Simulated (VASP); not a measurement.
Here is a VASP 6.6.1 calculation.

The input INCAR:

```
  PREC = Accurate
  ENCUT = 600
  EDIFF = 1E-7
  ISMEAR = 0
  SIGMA = 0.03
  LREAL = F
  LASPH = T
  NELM = 80
  ALGO = Normal
  ISIF = 3
  LWAVE = F
  LCHARG = F
  GGA = PS
  IBRION = 2
  NSW = 90
  EDIFFG = -0.005
```

The input KPOINTS:

```
Automatic mesh
0
Gamma
  10 10 10
```

Contents of POSCAR:

```
InAs                                    
1.0
    0.0000000000      3.0454540627      3.0454540627
    3.0454540627      0.0000000000      3.0454540627
    3.0454540627      3.0454540627     -0.0000000000
  In              As            
     1     1
Direct
     0.0000000000000000    0.0000000000000000    0.0000000000000000
     0.2500000000000000    0.2500000000000000    0.2500000000000000
```

Potentials or basis: VASP PAW PBE potentials, release 64 (In_d, As).

The run is started by

```bash
$ cat potpaw_PBE.64/In_d/POTCAR potpaw_PBE.64/As/POTCAR > POTCAR
$ mpirun -np 1 vasp_std > vasp.out
```

(1) Estimate the band gap on the k mesh.

Results:

(1) none (metal or under the smearing width).

Caveat: the relaxation stopped at its first step, so nothing moved; this crystal is a semiconductor, whose small gap the functional closes, so the metal is an error of the method.
